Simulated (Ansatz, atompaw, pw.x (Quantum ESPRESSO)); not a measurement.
## Mg: does the PAW (atompaw) potential hold in the solid?

Mg, PAW, made with atompaw 4.2.0.5 (PBE, scalar-relativistic). Core [He] 2s2, reference 2p6 3s1 3p1. Waves: 3s (bound): rc 2.00 bohr; 3s channel at 2.3 Ry: rc 2.00 bohr; 2p (bound): rc 1.00 bohr; 3p (bound): rc 2.00 bohr; 3d channel at 0.2 Ry: rc 2.00 bohr. Local part: troulliermartins scheme with l = 3 at 0 Ry, radius 1.60 bohr. Core correction: smooth core density matched at 1.75 bohr. Augmentation charge: sinc compensation charge, radius 1.70 bohr; PAW radius 2.00 bohr; waves and projectors: custom rrkj gramschmidtortho.

Atomic tests: cutoffs needed: 80 Ry and 140 Ry (the cutoffs (Ry, on a coarse ladder) from which the occupation-weighted sum of valence levels, in a spherical-Bessel basis at the reference potential, stays within 10 and 1 mRy of its value at 400 Ry); ghost test: no extra level below or beside the all-electron valence levels (s, p, d, f tested) (spherical-Bessel basis up to 400 Ry, 20 bohr box); lowest eigenvalue of the overlap operator: 0.47 (s channel).

Crystal test: fcc Mg in pw.x 7.5, no spin, 13³ k-points, Fermi–Dirac smearing 0.01 Ry, cutoffs 170/900 Ry. The reference is all-electron LAPW (Ansatz 0.2.0) with the same functional, mesh and smearing; V0 and B0 come from Birch–Murnaghan fits to the pressures at five volumes. Errors are pseudo minus all-electron; Δ is the rms difference of the E(V) curves that follow from these fits, minima aligned, over ±6 % about the mean V0. Mesh and smearing are coarse, so the numbers serve the comparison and aren't converged zero-temperature values; the lattice is a test structure that the element need not adopt.

```json
{"V (Å³/atom)": "22.038", "P all-electron (GPa)": "1.91", "P pseudo (GPa)": "1.90"}
{"V (Å³/atom)": "22.618", "P all-electron (GPa)": "0.86", "P pseudo (GPa)": "0.85"}
{"V (Å³/atom)": "23.198", "P all-electron (GPa)": "-0.07", "P pseudo (GPa)": "-0.08"}
{"V (Å³/atom)": "23.778", "P all-electron (GPa)": "-0.88", "P pseudo (GPa)": "-0.90"}
{"V (Å³/atom)": "24.358", "P all-electron (GPa)": "-1.60", "P pseudo (GPa)": "-1.62"}
```

All-electron: a0 = 4.524 Å (V0 = 23.15 Å³/atom), B0 = 35.0 GPa.

Pseudopotential: mean pressure error (GPa): -0.01; a0 (Å): 4.524; a0 error (%): -0.01; B0 error (%): +0.5; Δ (meV/atom): 0.1.

At the middle volume, how do free energy and pressure move when the wave cutoff is lowered (ecutrho held at 900 Ry)?

```
cutoff (Ry)  shift of F (meV/atom)  shift of P (GPa)
         76                 +137.4             -6.39
        102                  +60.4             -0.63
        136                   +6.4             -0.46
```

The run at the middle volume (84 k-points, 6 iterations) took about 94 s on one core of a shared host (Intel(R) Xeon(R) Platinum 8488C, 96 threads, 372 GiB, load 70).
